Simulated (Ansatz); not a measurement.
Computed with Ansatz, DFT PBE, scalar-relativistic, plane waves, PAW. All cells share a 420 eV cutoff and Γ-centred k meshes spaced at most about 0.3 Å⁻¹ (about 0.25 or finer for metals, 2π included). No spin polarisation.

All energies are static (0 K, no zero-point motion).

Two forms of Al2Cu3 were relaxed alike.

A.

```
CELL_PARAMETERS angstrom
1.37259 0.79247 10.40828
-1.37259 0.79247 10.40828
0.00000 -1.58493 10.40828
ATOMIC_POSITIONS crystal
Al 0.20436 0.20436 0.20436
Al 0.79564 0.79564 0.79564
Cu 0.00000 0.00000 0.00000
Cu 0.60249 0.60249 0.60249
Cu 0.39751 0.39751 0.39751
```

B.

```
CELL_PARAMETERS angstrom
2.69808 0.00000 0.00000
-1.34904 2.33661 0.00000
0.00000 0.00000 21.71667
ATOMIC_POSITIONS crystal
Al 0.33333 0.66667 0.05737
Al 0.33333 0.66667 0.82991
Al 0.66667 0.33333 0.17009
Al 0.66667 0.33333 0.94263
Cu 0.33333 0.66667 0.26573
Cu 0.33333 0.66667 0.45331
Cu 0.33333 0.66667 0.63999
Cu 0.66667 0.33333 0.36001
Cu 0.66667 0.33333 0.54669
Cu 0.66667 0.33333 0.73426
```

Question: Which is lower in energy, and by how much?

Answer: A is lower, by 58 meV/atom. A has Al and Cu ordered on fcc sites, space group R-3m (No. 166), 13.6 Å³/atom and no gap on its mesh; B has Al and Cu ordered on hcp sites, space group P-3m1 (No. 164), 13.7 Å³/atom and no gap. Counting all near atoms (those within 1.25 times the shortest distance at each site), A and B both have Al 12, Cu 12. Both come from invented guesses. The lowest form computed isn't among them: it has Al and Cu ordered on hcp sites, space group P-6m2 (No. 187), 13.3 Å³/atom and lies 68 meV/atom below the best shown.

Cells relaxed within their symmetry can be saddle points. Some structure types and database cells were kept out of the candidates from the start, so a known form may be missing.
